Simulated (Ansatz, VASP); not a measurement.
Sc: VASP beside Ansatz

```
Sc
1.0
     5.35080    0.00000    0.00000
    -2.67540    4.63393    0.00000
     0.00000    0.00000    3.33880
Sc
3
Direct
  0.00000 0.00000 0.00000
  0.33333 0.66667 0.50000
  0.66667 0.33333 0.50000
```

Alike in both runs: task single point; functional RPBE; k mesh 8 × 8 × 11; occupations fermi-dirac, width 0.1 eV; no spin polarisation.

|  | VASP | Ansatz |
| --- | --- | --- |
| version | VASP 6.6.1 | Ansatz 0.2.0 |
| potentials or method | VASP PAW PBE potentials, release 64 (Sc_sv) | plane waves (420 eV) with PAW, scalar-relativistic |
| plane-wave cutoff (eV) | 520 | 420 |
| valence electrons in the cell | 33 | 33 |

```tsv
	VASP	Ansatz	Ansatz less VASP
pressure (GPa)	-3.3	-3.3	-0.02
largest component of the traceless stress (GPa)	0.11	0.11	+0.002
```

With one functional, cell and mesh, what is left measures potentials, basis and numerics.

Caveats: the PAW data sets were made with another functional, which shifts forces and pressure a little (VASP).
